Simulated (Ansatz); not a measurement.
# C: energy less free atoms and pressure against volume scale

All results are calculated (Ansatz 0.2.0). Periodic Kohn-Sham DFT of a crystal at fixed atoms, scaled to volume_scale times the given cell; pressure positive in compression, energy less spherical unpolarised free atoms, largest_vzz the field gradient of largest size among the nuclei.

The cell before it is scaled or strained (space group Fd-3m, No. 227):
```
C
1.0
      0.0000     1.7834     1.7834
      1.7834     0.0000     1.7834
      1.7834     1.7834     0.0000
C
2
Direct
  0.50000 0.50000 0.50000
  0.75000 0.75000 0.75000
```

Settings of every row: method all-electron LAPW; functional PBE; relativity scalar; k mesh 20x20x20; filling fermi-dirac; smearing width 0.08 eV; basis error target 0.5 meV/atom; nucleus gaussian.

Atom start moment: 0 on all atoms.

```csv
row,volume scale,V (Å³/atom),energy less free atoms (eV/atom),pressure (GPa)
1,0.94,5.332,-9.0666,32.225
2,0.95,5.389,-9.077,26.528
3,0.96,5.445,-9.0854,21.092
4,0.98,5.559,-9.0967,10.959
5,0.99,5.615,-9.0997,6.237
6,1,5.672,-9.1011,1.732
7,1.01,5.729,-9.101,-2.566
8,1.02,5.786,?,?
9,1.04,5.899,-9.0919,-14.318
10,1.05,5.956,-9.0862,-17.882
11,1.06,6.012,-9.0792,-21.283
```

Question: what energy less free atoms and pressure should row 8 give?

Worked fit of energy less free atoms. Take u = (V_r/V)^(2/3) − 1 with V_r = 5.6435 Å³ an atom, which is twice the finite (Eulerian) strain; such expansions in the strain, on which the Birch-Murnaghan equation of state is built, carry the rest volume and the bulk modulus. The shown rows have u = 0.03858, 0.03124, 0.02416, 0.01011, 0.00338, -0.00335, -0.00997, -0.02909, -0.03529, -0.04129. Least squares give energy less free atoms = −9.10063 + 0.2074 × u + 17.524 × u² eV/atom; a straight line predicts inner rows, each left out in turn, worse (root mean square 0.01 against 6.5e-05 eV/atom). The rows lie off it by -0.0001, 0.0000, 0.0000, 0.0000, 0.0000, 0.0000, 0.0000, -0.0001, -0.0001, 0.0001. Its lowest point lies at u = -0.0059, or V = 5.694 Å³ an atom, and the curvature there gives the bulk modulus at fixed shape and fractions, B = (4/9)(1 + u)² E″(u)/V = 433 GPa. The withheld row has u = -0.01649, so the fit gives −9.10063 + 0.2074 × (-0.01649) + 17.524 × (-0.01649)² = -9.0993 eV/atom.

The calculation gave -9.0993 eV/atom. The fit meets it to the printed digit.

Worked fit of pressure. Take u = (V_r/V)^(2/3) − 1 with V_r = 5.6435 Å³ an atom, which is twice the finite (Eulerian) strain; such expansions in the strain, on which the Birch-Murnaghan equation of state is built, carry the rest volume and the bulk modulus. The shown rows have u = 0.03858, 0.03124, 0.02416, 0.01011, 0.00338, -0.00335, -0.00997, -0.02909, -0.03529, -0.04129. Least squares give pressure = 3.9761 + 673.571 × u + 1516.85 × u² GPa; a straight line predicts inner rows, each left out in turn, worse (root mean square 0.89 against 0.034 GPa). The rows lie off it by 0.005, 0.029, -0.043, 0.018, -0.033, -0.005, 0.023, 0.016, 0.023, -0.033 (root mean square 0.026 GPa). The pressure vanishes at u = -0.0060, or V = 5.695 Å³ an atom, and there the bulk modulus at fixed shape and fractions is B = −V dP/dV = (2/3)(1 + u) dP/du = 434 GPa. The withheld row has u = -0.01649, so the fit gives 3.9761 + 673.571 × (-0.01649) + 1516.85 × (-0.01649)² = -6.719 GPa.

The calculation gave -6.669 GPa. The fit lies 0.050 GPa (0.093 % of the column's range) below it; its largest miss of a shown row is 0.043 GPa.
